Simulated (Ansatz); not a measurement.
Input of an Ansatz 0.2.0 run:

input.yaml

```yaml
crystal:
  lattice:
    - [0.0, 3.18, 3.18]
    - [3.18, 0.0, 3.18]
    - [3.18, 3.18, 0.0]
  atoms:
    - { symbol: Hg, position: [0.0, 0.0, 0.0] }
    - { symbol: Te, position: [0.5, 0.5, 0.5] }
kpoints:
  mp_grid: { grid: [7, 7, 7] }
  band_path:
    path:
      - [0.0, 0.0, 0.0]
      - [0.5, 0.0, 0.5]
      - [0.5, 0.25, 0.75]
      - [0.375, 0.375, 0.75]
      - [0.0, 0.0, 0.0]
      - [0.5, 0.5, 0.5]
      - [0.625, 0.25, 0.625]
      - [0.5, 0.25, 0.75]
    npoints: 10
scf:
  occupations: { method: fermi_dirac, width: 0.05 }
hamiltonian:
  xc: pbesol
  pseudopotentials: { kind: all_electron, lapw: { basis_error: 0.001 } }
output:
  forces: true
  stress: true
  eigenvalues: true
```

Potentials or basis: all-electron LAPW, scalar-relativistic.

Launch:

```sh
$ ansatz run input.yaml --threads 1 --pin off --max-ram 3072MiB --backend cpu --events-out ev --progress --plain --runs-dir out
```

Predict the pressure.

-6.5 GPa.

Predict the band gap along the path.

none (metal or under the smearing width).

Levels at the corners of the path, in eV from the Fermi level:
```csv
point,band 26,band 27,band 28,band 29,band 30,band 31,band 32,band 33
Γ,-6.23,-1.47,-0.57,-0.57,-0.57,7.38,7.38,7.38
X,-5.69,-3.54,-2.61,-1.85,-1.85,4.92,8.39,8.39
W,-5.80,-3.84,-2.73,-2.73,1.43,4.56,6.54,6.54
K,-5.87,-4.07,-3.08,-1.20,0.02,5.36,6.59,7.53
Γ,-6.23,-1.47,-0.57,-0.57,-0.57,7.38,7.38,7.38
L,-6.11,-5.01,0.14,0.14,2.64,3.02,4.05,4.05
U,-5.87,-4.07,-3.08,-1.20,0.02,5.36,6.59,7.53
W,-5.80,-3.84,-2.73,-2.73,1.43,4.56,6.54,6.54
```

Caveat: spin-orbit coupling is left out, which moves the levels of the heavy elements.
